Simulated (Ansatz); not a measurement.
# Worked example: Sc(CH3)3 + C3H9N → Sc(CH3)2(NH2) + C4H10

Gas-phase species: Sc(CH3)3, singlet; C3H9N (propylamine) `CCCN`, singlet; Sc(CH3)2(NH2), singlet; C4H10 (butane) `CCCC`, singlet. The partners trade CH3 for NH2: Sc–CH3 and C–NH2 bonds give way to Sc–NH2 and C–CH3.

Shapes, held fixed at every level: PBE0-D4/def2-TZVP. Flexible molecules stand in one conformer, not always the lowest. Programs: Ansatz 0.2.0. Electronic energies: no zero-point or thermal term.

At CCSD(T)/def2-TZVPP; 1 Eh = 2625.50 kJ/mol:

| species | energy (Eh) |
| --- | --- |
| Sc(CH3)3 | -879.566941 |
| C3H9N | -174.182789 |
| Sc(CH3)2(NH2) | -895.656723 |
| C4H10 | -158.155948 |

Problem. Work out ΔE of the reaction at this level.

Solution. 
1. Products less reactants: (-895.656723) + (-158.155948) − [(-879.566941) + (-174.182789)] = -0.062941 Eh = -165.3 kJ/mol.

Other levels give -170.2 (MP2/def2-TZVPP) to -156.5 kJ/mol (PBE-D4/def2-TZVPP). No measured value is set beside it here. Outer-core shells of Sc are correlated, in sets that cover them unevenly.
